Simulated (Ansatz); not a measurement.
SnSe under changes of volume

One of the cells (27.271 Å³/atom); the others are scaled copies at fixed shape and fractional positions:

```
CELL_PARAMETERS angstrom
0.00000 3.01000 3.01000
3.01000 0.00000 3.01000
3.01000 3.01000 0.00000
ATOMIC_POSITIONS crystal
Sn 0.00000 0.00000 0.00000
Se 0.50000 0.50000 0.50000
```

Measurements of this composition are mostly on another form, of space group No. 62.

```yaml
Program: Ansatz 0.2.0
Functional: BLYP
Dispersion: D3(BJ)
Potentials_or_basis: Ansatz PAW
Cutoff: "420 eV (not typed: the program's choice for these potentials)"
k_mesh: 8 × 8 × 8
Occupations: fermi-dirac, width 0.05 eV
Spin: no spin polarisation
```

| volume (Å³/atom) | energy over the lowest point (meV/atom) | pressure (GPa) | gap on the mesh (eV) |
| --- | --- | --- | --- |
| 25.635 | 15.89 | 3.5 | 0.65 |
| 26.180 | 6.42 | 2.1 | 0.55 |
| 26.725 | 1.28 | 0.9 | 0.46 |
| 27.271 | 0.00 | -0.1 | 0.38 |
| 27.816 | 2.17 | -1.1 | 0.30 |
| 28.362 | 7.27 | -1.8 | 0.23 |
| 28.907 | ? | ? | ? |

**Question.** What does the run at 28.907 Å³/atom give?

**Answer.** Energy over the lowest point 14.46 meV/atom; pressure -2.2 GPa; gap on the mesh 0.16 eV.

Worked out: A Birch-Murnaghan fit of order 3 (a polynomial in V^(-2/3)) to the other rows has its minimum at 27.19 Å³/atom with B0 = V·E''(V) = 51 GPa and B' = 5.3. It gives 15.03 meV/atom at 28.907 Å³/atom, against the run's 14.46, and -dE/dV = -2.6 GPa, against -2.2. A straight line through the other rows of the gap, of slope -4.14 eV per unit of ln V (its deformation potential), extrapolates to 0.14 eV, against the run's 0.16.

Energies are extrapolated to zero smearing.

Caveats: spin-orbit coupling is left out, which moves the levels of the heavy elements; the PAW data sets come from PBE, with cores solved anew for the run's functional, which leaves a small shift of forces and pressure.

A mesh can miss the band edges.
